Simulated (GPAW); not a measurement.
A run of GPAW 26.7.0:

File run.py:

```python
from ase.dft.bandgap import bandgap
from ase.io import read, write
from ase.units import Bohr, GPa
from gpaw import GPAW, PW, setup_paths
from gpaw.elf import elf_from_dft_calculation

setup_paths.insert(0, '.')

atoms = read('Mg.cif')

calc = GPAW(mode=PW(800),
            xc='AM05',
            kpts={'size': (10, 10, 10), 'gamma': True},
            occupations={'name': 'fermi-dirac', 'width': 0.05},
            nbands=12,
            convergence={'density': 1e-05, 'energy': 1e-05},
            maxiter=150,
            txt='gpaw.txt')
atoms.calc = calc
energy = atoms.get_potential_energy()
forces = atoms.get_forces()
stress = atoms.get_stress()
calc.write('gs.gpw')
write('result.traj', atoms)
print(f'Energy: {energy:.6f} eV')
print('Forces (eV/A):')
print(forces.round(4))
print('Stress (GPa):', (stress / GPa).round(3))
print('Fermi level:', round(calc.get_fermi_level(), 4), 'eV')
print(f'Gap: {bandgap(calc)[0]:.4f} eV, direct: {bandgap(calc, direct=True)[0]:.4f} eV')

# fields on the real-space grid
write('density.cube', atoms, data=calc.get_pseudo_density() * Bohr**3)
write('potential.cube', atoms, data=calc.get_electrostatic_potential())
write('elf.cube', atoms, data=elf_from_dft_calculation(calc).data)
```

Contents of Mg.cif:

```cif
data_Mg
_cell_length_a 3.17385727
_cell_length_b 3.17385727
_cell_length_c 3.17385727
_cell_angle_alpha 60.00000000
_cell_angle_beta 60.00000000
_cell_angle_gamma 60.00000000
_space_group_name_H-M_alt 'P1'
_space_group_name_Hall 'P 1'
_space_group_IT_number 1
loop_
_space_group_symop_operation_xyz
'x,y,z'
loop_
_atom_site_label
_atom_site_type_symbol
_atom_site_symmetry_multiplicity
_atom_site_Wyckoff_symbol
_atom_site_fract_x
_atom_site_fract_y
_atom_site_fract_z
_atom_site_occupancy
Mg1 Mg 1 a 0.0000000000 0.0000000000 0.0000000000 1
```

Potentials or basis: PAW data sets generated in the run's folder for this functional, pw.

The run is started by

```bash
$ gpaw-setup -f AM05 Mg
$ OMP_NUM_THREADS=1 python run.py
```

Hardware: 1 thread of Arm Neoverse N1, with other jobs on the host.

**Question.** Estimate the wall time of this run.

**Answer.** Run time: 24 s on 1 thread of Arm Neoverse N1, on a shared host, peak memory 0.14 GiB. Counts: scf iterations 8, plane waves 1211, bands 12, k points 47.
